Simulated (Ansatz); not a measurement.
# Molecular dynamics of Zr9N8

Input file:

```yaml
crystal:
  lattice:
    - [0.0, 4.537, 4.537]
    - [4.537, 0.0, 4.537]
    - [4.537, 4.537, 0.0]
  atoms:
    - { symbol: Zr, position: [-0.00532786, -0.02530967, 0.03696576] }
    - { symbol: "N", position: [0.27632865, 0.22661544, 0.22134483] }
    - { symbol: Zr, position: [-0.00522612, -0.02491568, 0.4932039] }
    - { symbol: "N", position: [0.27655476, 0.22639298, 0.77566302] }
    - { symbol: Zr, position: [0.00476904, 0.48720641, 0.00390838] }
    - { symbol: "N", position: [0.28224765, 0.74040287, 0.23855294] }
    - { symbol: Zr, position: [-0.04296922, 0.62892744, 0.45700301] }
    - { symbol: "N", position: [0.24906046, 0.7542665, 0.74826451] }
    - { symbol: Zr, position: [0.50538388, -0.01517756, 0.0047372] }
    - { symbol: "N", position: [0.75018056, 0.25099828, 0.24934948] }
    - { symbol: Zr, position: [0.53690438, -0.02410756, 0.49331899] }
    - { symbol: "N", position: [0.72130157, 0.2261613, 0.77614294] }
    - { symbol: Zr, position: [0.50471686, 0.48726494, 0.00380539] }
    - { symbol: "N", position: [0.73912096, 0.74121148, 0.23832595] }
    - { symbol: Zr, position: [0.50474115, 0.48730926, 0.50394573] }
    - { symbol: "N", position: [0.73903415, 0.74164477, 0.78081171] }
    - { symbol: Zr, position: [0.09007955, 0.22833802, 0.59096085] }
basis:
  ecutwfc: 420.0
kpoints:
  mp_grid: { grid: [3, 3, 3] }
hamiltonian:
  xc: pbesol
  pseudopotentials: { kind: paw, azcp: { folder: soft_1 } }
scf:
  occupations: { method: fermi_dirac, width: 0.05 }
  lower_state_search: "off"
md:
  timestep: 1
  n_steps: 100
  ensemble: nvt_langevin
  temperature: 900.0
  initial_velocities: maxwell_boltzmann
  seed: 140818
  friction: 0.05
```

Command:

```bash
$ ansatz run input.yaml --threads 2 --pin off --max-ram 5120MiB --backend cpu --events-out ev --progress --plain --runs-dir out
```

It starts from a relaxed structure.

Output, in part (one step line in 2):

```
md step     0: t =     0.00 fs  T =   847.1 K  F+E_penalty+E_count = -40202.45041734 eV  E_kin = 1.861344 eV  (11 SCF iters)
md step     2: t =     2.00 fs  T =   942.2 K  F+E_penalty+E_count = -40202.40818267 eV  E_kin = 2.070314 eV  (8 SCF iters)
md step     4: t =     4.00 fs  T =   810.7 K  F+E_penalty+E_count = -40202.30679225 eV  E_kin = 1.781353 eV  (8 SCF iters)
md step     6: t =     6.00 fs  T =   853.1 K  F+E_penalty+E_count = -40202.15918027 eV  E_kin = 1.874659 eV  (7 SCF iters)
md step     8: t =     8.00 fs  T =   749.3 K  F+E_penalty+E_count = -40201.98594893 eV  E_kin = 1.646434 eV  (6 SCF iters)
md step    10: t =    10.00 fs  T =   656.6 K  F+E_penalty+E_count = -40201.78358406 eV  E_kin = 1.442911 eV  (8 SCF iters)
md step    12: t =    12.00 fs  T =   719.4 K  F+E_penalty+E_count = -40201.59366810 eV  E_kin = 1.580847 eV  (6 SCF iters)
md step    14: t =    14.00 fs  T =   518.1 K  F+E_penalty+E_count = -40201.47026534 eV  E_kin = 1.138383 eV  (6 SCF iters)
md step    16: t =    16.00 fs  T =   525.1 K  F+E_penalty+E_count = -40201.38017349 eV  E_kin = 1.153903 eV  (6 SCF iters)
md step    18: t =    18.00 fs  T =   536.3 K  F+E_penalty+E_count = -40201.34703164 eV  E_kin = 1.178557 eV  (6 SCF iters)
md step    20: t =    20.00 fs  T =   580.8 K  F+E_penalty+E_count = -40201.34829461 eV  E_kin = 1.276344 eV  (8 SCF iters)
md step    22: t =    22.00 fs  T =   723.0 K  F+E_penalty+E_count = -40201.35138171 eV  E_kin = 1.588656 eV  (6 SCF iters)
md step    24: t =    24.00 fs  T =   761.0 K  F+E_penalty+E_count = -40201.38954149 eV  E_kin = 1.672194 eV  (6 SCF iters)
md step    26: t =    26.00 fs  T =   806.5 K  F+E_penalty+E_count = -40201.38810226 eV  E_kin = 1.772279 eV  (6 SCF iters)
md step    28: t =    28.00 fs  T =   738.9 K  F+E_penalty+E_count = -40201.34724756 eV  E_kin = 1.623599 eV  (6 SCF iters)
md step    30: t =    30.00 fs  T =   597.9 K  F+E_penalty+E_count = -40201.31855635 eV  E_kin = 1.313921 eV  (8 SCF iters)
md step    32: t =    32.00 fs  T =   547.1 K  F+E_penalty+E_count = -40201.28953752 eV  E_kin = 1.202283 eV  (6 SCF iters)
md step    34: t =    34.00 fs  T =   695.1 K  F+E_penalty+E_count = -40201.28145832 eV  E_kin = 1.527428 eV  (7 SCF iters)
md step    36: t =    36.00 fs  T =   828.8 K  F+E_penalty+E_count = -40201.27624555 eV  E_kin = 1.821263 eV  (6 SCF iters)
md step    38: t =    38.00 fs  T =   839.7 K  F+E_penalty+E_count = -40201.20308375 eV  E_kin = 1.845270 eV  (6 SCF iters)
md step    40: t =    40.00 fs  T =  1016.3 K  F+E_penalty+E_count = -40201.02772003 eV  E_kin = 2.233239 eV  (8 SCF iters)
md step    42: t =    42.00 fs  T =   811.5 K  F+E_penalty+E_count = -40200.82221102 eV  E_kin = 1.783097 eV  (6 SCF iters)
md step    44: t =    44.00 fs  T =   657.4 K  F+E_penalty+E_count = -40200.63926946 eV  E_kin = 1.444512 eV  (6 SCF iters)
md step    46: t =    46.00 fs  T =   561.6 K  F+E_penalty+E_count = -40200.53892877 eV  E_kin = 1.234037 eV  (6 SCF iters)
md step    48: t =    48.00 fs  T =   629.0 K  F+E_penalty+E_count = -40200.54134871 eV  E_kin = 1.382071 eV  (6 SCF iters)
md step    50: t =    50.00 fs  T =   783.0 K  F+E_penalty+E_count = -40200.62576193 eV  E_kin = 1.720682 eV  (8 SCF iters)
md step    52: t =    52.00 fs  T =   722.2 K  F+E_penalty+E_count = -40200.71107741 eV  E_kin = 1.586883 eV  (6 SCF iters)
md step    54: t =    54.00 fs  T =   728.5 K  F+E_penalty+E_count = -40200.77910754 eV  E_kin = 1.600882 eV  (6 SCF iters)
md step    56: t =    56.00 fs  T =   873.7 K  F+E_penalty+E_count = -40200.85835582 eV  E_kin = 1.919955 eV  (6 SCF iters)
md step    58: t =    58.00 fs  T =   928.0 K  F+E_penalty+E_count = -40200.93467281 eV  E_kin = 2.039276 eV  (6 SCF iters)
md step    60: t =    60.00 fs  T =   927.5 K  F+E_penalty+E_count = -40201.04340022 eV  E_kin = 2.038066 eV  (8 SCF iters)
md step    62: t =    62.00 fs  T =  1060.8 K  F+E_penalty+E_count = -40201.12405800 eV  E_kin = 2.331092 eV  (6 SCF iters)
md step    64: t =    64.00 fs  T =  1032.2 K  F+E_penalty+E_count = -40201.16297748 eV  E_kin = 2.268131 eV  (7 SCF iters)
md step    66: t =    66.00 fs  T =  1242.1 K  F+E_penalty+E_count = -40201.21500058 eV  E_kin = 2.729343 eV  (6 SCF iters)
md step    68: t =    68.00 fs  T =  1254.5 K  F+E_penalty+E_count = -40201.19651774 eV  E_kin = 2.756582 eV  (6 SCF iters)
md step    70: t =    70.00 fs  T =  1050.9 K  F+E_penalty+E_count = -40201.10152785 eV  E_kin = 2.309177 eV  (8 SCF iters)
md step    72: t =    72.00 fs  T =  1041.7 K  F+E_penalty+E_count = -40200.94478760 eV  E_kin = 2.288970 eV  (7 SCF iters)
md step    74: t =    74.00 fs  T =   888.7 K  F+E_penalty+E_count = -40200.74417414 eV  E_kin = 1.952874 eV  (6 SCF iters)
md step    76: t =    76.00 fs  T =   979.6 K  F+E_penalty+E_count = -40200.57949654 eV  E_kin = 2.152642 eV  (6 SCF iters)
md step    78: t =    78.00 fs  T =   835.2 K  F+E_penalty+E_count = -40200.51300977 eV  E_kin = 1.835295 eV  (6 SCF iters)
md step    80: t =    80.00 fs  T =   751.3 K  F+E_penalty+E_count = -40200.53113467 eV  E_kin = 1.650848 eV  (8 SCF iters)
md step    82: t =    82.00 fs  T =   747.3 K  F+E_penalty+E_count = -40200.59106349 eV  E_kin = 1.642184 eV  (6 SCF iters)
md step    84: t =    84.00 fs  T =   665.1 K  F+E_penalty+E_count = -40200.60425640 eV  E_kin = 1.461439 eV  (6 SCF iters)
md step    86: t =    86.00 fs  T =   614.8 K  F+E_penalty+E_count = -40200.56625838 eV  E_kin = 1.350908 eV  (6 SCF iters)
md step    88: t =    88.00 fs  T =   635.3 K  F+E_penalty+E_count = -40200.52260501 eV  E_kin = 1.396069 eV  (6 SCF iters)
md step    90: t =    90.00 fs  T =   507.6 K  F+E_penalty+E_count = -40200.51454433 eV  E_kin = 1.115480 eV  (8 SCF iters)
md step    92: t =    92.00 fs  T =   672.7 K  F+E_penalty+E_count = -40200.54177300 eV  E_kin = 1.478229 eV  (6 SCF iters)
md step    94: t =    94.00 fs  T =   713.0 K  F+E_penalty+E_count = -40200.57908466 eV  E_kin = 1.566711 eV  (6 SCF iters)
md step    96: t =    96.00 fs  T =   775.2 K  F+E_penalty+E_count = -40200.56618768 eV  E_kin = 1.703493 eV  (6 SCF iters)
md step    98: t =    98.00 fs  T =   678.1 K  F+E_penalty+E_count = -40200.51677110 eV  E_kin = 1.490055 eV  (6 SCF iters)
md step   100: t =   100.00 fs  T =   817.4 K  F+E_penalty+E_count = -40200.46686967 eV  E_kin = 1.796199 eV  (8 SCF iters)
```

All steps were run. A run of 0.1 ps of so small a system gives no equilibrium averages. Limits of this set-up: coarse k mesh, PAW files made for another functional, a small cell, in which the defect meets its images.

Mean squared displacements from the first frame to the last, about the centre of mass: Zr 0.03 Å², N 0.02 Å².

Last frame:

```xyz
17
Lattice="0.0000 4.5370 4.5370 4.5370 0.0000 4.5370 4.5370 4.5370 0.0000" Properties=species:S:1:pos:R:3
Zr 0.102 0.004 -0.075
N 2.015 2.354 2.185
Zr 2.264 2.348 -0.197
N 4.682 4.750 2.197
Zr 2.428 0.178 2.192
N 4.588 2.395 4.639
Zr 4.970 1.769 2.712
N 6.942 4.415 4.471
Zr 0.046 2.344 2.208
N 2.282 4.498 4.505
Zr 2.210 4.647 2.192
N 4.598 6.742 4.213
Zr 2.397 2.384 4.391
N 4.444 4.375 6.850
Zr 4.340 4.676 4.281
N 6.890 6.891 6.576
Zr 3.780 2.966 1.515
```

Run time: 18 min on 2 threads of Intel(R) Xeon(R) Platinum 8259CL CPU @ 2.50GHz (Skylake/Cascade Lake), on a shared host, peak memory 0.96 GiB.
